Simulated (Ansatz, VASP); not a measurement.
## One calculation of HfO2, two programs

```
Hf O
1.0
     0.00000    2.55750    2.55750
     2.55750    0.00000    2.55750
     2.55750    2.55750    0.00000
Hf O
1 2
Direct
  0.00000 0.00000 0.00000
  0.75000 0.75000 0.75000
  0.25000 0.25000 0.25000
```

Measurements of this composition are mostly on another form, of space group No. 14.

Alike in both runs: task single point; functional PBE; k mesh 9 × 9 × 9; occupations fermi-dirac, width 0.1 eV; no spin polarisation; Hubbard terms Hf d U = 5.3 eV.

|  | VASP | Ansatz |
| --- | --- | --- |
| version | VASP 6.6.1 | Ansatz 0.2.0 |
| potentials or method | VASP PAW PBE potentials, release 64 (Hf_pv, O) | Ansatz PAW |
| plane-wave cutoff (eV) | 520 | 420 |
| valence electrons in the cell | 22 | 38 |

Ansatz gave:

| Property | Result |
| --- | --- |
| gap on the k mesh at the Fermi level (eV) | 4.81 |
| least direct gap on the mesh (eV) | 4.92 |
| pressure (GPa) | 5.4 |

Task: Which values does VASP return?

Result: gap on the k mesh at the Fermi level (eV): 4.50; least direct gap on the mesh (eV): 4.62; pressure (GPa): 8.2.

The programs project onto different local orbitals, so the same U acts differently. The two sets of potentials don't hold the same shells in valence.

Caveats: spin-orbit coupling is left out, which moves the levels of the heavy elements; an odd mesh through Γ misses points on the zone boundary, where band edges often lie (VASP); odd divisions of the mesh miss points on the zone boundary, where band edges often lie, so the gap on the mesh can be too wide (Ansatz); the pressure holds a Pulay correction of +0.9 GPa for the finite cutoff (Ansatz).
